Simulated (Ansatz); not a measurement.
# BaTiO3: a sublattice moved along a line

Method: DFT r2SCAN, scalar-relativistic, plane waves, PAW in Ansatz. Settings: plane waves to 500 eV, k-mesh 6×6×6 (Γ-centred), Gaussian smearing 0.05 eV. Spin–orbit coupling is left out, which matters for the heavy elements here. No spin polarisation. Energies are free energies at this smearing, counted from the undisturbed cell; pressure is positive in compression.

Reference structure (relaxed at this level; it needn't be the usual structure):

```yaml
crystal:
  lattice:
    - [2.84005, 1.63971, 2.33143]
    - [-2.84005, 1.63971, 2.33143]
    - [0.00000, -3.27941, 2.33143]
  atoms:
    - { symbol: Ba, position: [0.00279, 0.00279, 0.00279] }
    - { symbol: Ti, position: [0.51625, 0.51625, 0.51625] }
    - { symbol: O, position: [0.48975, 0.48975, 0.98016] }
    - { symbol: O, position: [0.48975, 0.98016, 0.48975] }
    - { symbol: O, position: [0.98016, 0.48975, 0.48975] }
```

Every Ba atom is moved by x along the Cartesian unit vector (0.000, 0.000, -1.000); the cell and all other atoms stay fixed.

| x (Å) | ΔE (meV/cell) | force along x on the moved atoms (eV/Å) | pressure (GPa) | gap on the mesh (eV) |
| --- | --- | --- | --- | --- |
| -0.2000 | 133.9 | ? | ? | 2.86 |
| -0.1500 | 73.5 | 1.01 | 1.0 | 2.87 |
| -0.1000 | ? | ? | 0.5 | 2.87 |
| -0.0500 | 7.9 | 0.32 | 0.2 | 2.87 |
| 0.0000 | 0.0 | 0.00 | 0.0 | 2.87 |
| 0.0500 | 7.7 | -0.31 | 0.0 | 2.86 |
| 0.1000 | 30.8 | -0.62 | 0.0 | 2.86 |
| 0.1500 | 69.4 | -0.93 | 0.3 | 2.85 |
| 0.1750 | ? | ? | 0.5 | 2.85 |
| 0.2000 | 124.3 | -1.27 | 0.7 | 2.84 |

Problem. Give the withheld values.

Solution. force along x on the moved atoms (eV/Å) at x (Å) = -0.2000: 1.41; pressure (GPa) at x (Å) = -0.2000: 1.6; ΔE (meV/cell) at x (Å) = -0.1000: 32.0; force along x on the moved atoms (eV/Å) at x (Å) = -0.1000: 0.65; ΔE (meV/cell) at x (Å) = 0.1750: 94.8; force along x on the moved atoms (eV/Å) at x (Å) = 0.1750: -1.10.

Many cubic perovskites lower their energy by tilts or polar distortions; a scan of this one displacement doesn't rule them out.

Cost: 10 runs of about 0.98 core-minutes in all, on Intel Xeon 6975P-C (Granite Rapids) (shared hosts).